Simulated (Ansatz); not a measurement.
SiO2:

```xyz
9
Lattice="5.0611 0.0000 0.0000 -2.5305 4.3830 0.0000 0.0000 0.0000 5.5405" Properties=species:S:1:pos:R:3 pbc="T T T"
Si    2.5305    0.0000    0.0000
Si    1.2653    2.1915    1.8468
Si   -1.2653    2.1915    3.6937
O     1.5838    0.9144    0.9234
O     3.4773    0.9144    4.6171
O     0.0000    1.8288    2.7703
O     0.9467    3.4686    0.9234
O    -0.9467    3.4686    4.6171
O     2.5305    2.5542    2.7703
```

The cell comes from a database or a generator and needn't be the stable form of this composition.

- Program: Ansatz 0.2.0
- Task: single point
- Functional: PBE
- Potentials or basis: Ansatz PAW
- Cutoff: 420 eV (not typed: the program's choice for these potentials)
- k mesh: 6 × 6 × 5
- Occupations: fermi-dirac, width 0.05 eV
- Spin: no spin polarisation

On this cell: pressure 5.0 GPa; largest force 0.249 eV/Å; band gap on the k mesh 5.71 eV, indirect (least direct gap 5.91 eV).

The same run follows on a disturbed copy (atoms moved at random, drawn with an rms of 0.05 Å):

```
CELL_PARAMETERS angstrom
5.06109 0.00000 0.00000
-2.53054 4.38303 0.00000
0.00000 0.00000 5.54050
ATOMIC_POSITIONS crystal
Si 0.50188 0.99584 0.99639
Si 0.51070 0.50093 0.32189
Si 0.99788 0.50121 0.67224
O 0.41972 0.21065 0.15528
O 0.79078 0.22425 0.82729
O 0.20557 0.41725 0.50188
O 0.57705 0.79269 0.16772
O 0.20837 0.77921 0.83139
O 0.79849 0.57367 0.49479
```

Q: What changes?

A: The energy moves by +59.4 meV/atom; pressure 8.0 GPa; largest force 4.613 eV/Å; band gap on the k mesh 5.40 eV, indirect (least direct gap 5.58 eV).

Forces on the atoms (eV/Å):
```
Si  -0.538  0.862 -1.151
Si  -1.612 -0.751  2.901
Si   1.758  0.170 -3.232
O   -0.342 -0.175 -0.016
O   -0.895 -3.720  2.576
O    2.093  0.069 -1.366
O    0.917  0.242 -0.044
O    0.521  2.575  1.736
O   -1.903  0.728 -1.404
```

Stress tensor (GPa, compression positive):
```
 3.18 -1.53  3.40
-1.53 13.23 -1.13
 3.40 -1.13  7.71
```

Caveats: odd divisions of the mesh miss points on the zone boundary, where band edges often lie, so the gap on the mesh can be too wide.

A k mesh can miss the band edges.
